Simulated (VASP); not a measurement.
Runs of VASP 6.6.1 on KI. Symmetry: Fm-3m, No. 225, cubic system. The conventional cell has a = 7.066 Å, b = 7.066 Å, c = 7.066 Å, α = 90.00°, β = 90.00°, γ = 90.00°. Around I (site symmetry m-3m) lie 6 K at 3.53 Å. K (site symmetry m-3m) is surrounded by 6 I at 3.53 Å. 

```csv
share of exact exchange,gap on the mesh (eV),pressure (GPa)
0.15,(a),0.5
0.25,5.65,0.4
0.2,5.31,0.4
0.1,4.63,0.5
0.3,5.99,0.3
0.05,4.29,(b)
0.4,6.69,0.2
0.5,7.39,0.1
```

Alike in all rows: task single point; level PBE0(alpha); potentials or basis VASP PAW PBE potentials, release 64 (I, K_sv); no spin polarisation; cell as given; k mesh 4 × 4 × 4; cutoff (eV) 520; smearing fermi-dirac 0.05 eV.

**Question.** Estimate the missing entries.

**Answer.** (a) 4.97; (b) 0.6.

Caveats: the PAW data sets were made with another functional, which shifts forces and pressure a little; spin-orbit coupling is left out, which moves the levels of the heavy elements.

A k mesh can miss the band edges, and the runs leave out spin-orbit coupling on I.
